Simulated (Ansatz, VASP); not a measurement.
# Two plane-wave programs on WSe2

File INCAR:

```
PREC = Accurate
ENCUT = 520
EDIFF = 1E-7
ISMEAR = 0
SIGMA = 0.05
LREAL = False
LASPH = True
NELM = 80
ALGO = Normal
ISIF = 2
LWAVE = False
LCHARG = False
GGA = PS
IVDW = 12
NBANDS = 35
```

KPOINTS

```
Automatic mesh
0
Gamma
  12 12 4
```

POSCAR

```
WSe2
1.0
    3.1658466662      0.0000000000      0.0000000000
   -1.5829233331      2.7417036375      0.0000000000
    0.0000000000      0.0000000000     12.4145017028
W Se
2 4
Direct
    0.3333333333      0.6666666667      0.2500000000
    0.6666666667      0.3333333333      0.7500000000
    0.3333333333      0.6666666667      0.6145805872
    0.6666666667      0.3333333333      0.1145805872
    0.3333333333      0.6666666667      0.8854194128
    0.6666666667      0.3333333333      0.3854194128
```

Input for Ansatz:

```yaml
crystal:
  lattice:
    - [3.1658466662, 0.0, 0.0]
    - [-1.5829233331, 2.7417036375, 0.0]
    - [0.0, 0.0, 12.4145017028]
  atoms:
    - { symbol: W, position: [0.3333333333, 0.6666666667, 0.25] }
    - { symbol: W, position: [0.6666666667, 0.3333333333, 0.75] }
    - { symbol: Se, position: [0.3333333333, 0.6666666667, 0.6145805872] }
    - { symbol: Se, position: [0.6666666667, 0.3333333333, 0.1145805872] }
    - { symbol: Se, position: [0.3333333333, 0.6666666667, 0.8854194128] }
    - { symbol: Se, position: [0.6666666667, 0.3333333333, 0.3854194128] }
basis:
  ecutwfc: 420
kpoints:
  mp_grid: { grid: [12, 12, 4] }
hamiltonian:
  xc: pbesol
  dispersion: d3bj
scf:
  occupations: { method: gaussian, width: 0.05 }
output:
  forces: true
  stress: true
  eigenvalues: true
```

Change from the starting cell: strain -0.0200 x Voigt [1, 1, 0, 0, 0, 0], atoms carried along.

Alike in both runs: task single point; functional PBEsol; dispersion D3(BJ); k mesh 12 × 12 × 4; occupations gaussian, width 0.05 eV; no spin polarisation.

```csv
,VASP,Ansatz
version,VASP 6.6.1,Ansatz 0.2.0
potentials or method,"VASP PAW PBE potentials, release 64 (W_sv, Se)","scalar-relativistic, plane waves, PAW"
plane-wave cutoff (eV),520,420
valence electrons in the cell,52,92
```

Ansatz gave:

* gap on the k mesh at the Fermi level (eV): 0.72
* least direct gap on the mesh (eV): 1.57
* pressure (GPa): 6.7
* largest component of the traceless stress (GPa): 1.72
* rms of the force components (eV/Å): 0.225

Q: Estimate VASP's values.

A: gap on the k mesh at the Fermi level (eV): 0.71; least direct gap on the mesh (eV): 1.57; pressure (GPa): 7.3; largest component of the traceless stress (GPa): 1.57; rms of the force components (eV/Å): 0.260.

Atom by atom the forces differ by 0.035 eV/Å (rms over components). The two sets of potentials don't hold the same shells in valence.

Caveats: the PAW data sets were made with another functional, which shifts forces and pressure a little (VASP); spin-orbit coupling is left out, which moves the levels of the heavy elements. A k mesh can miss the band edges.
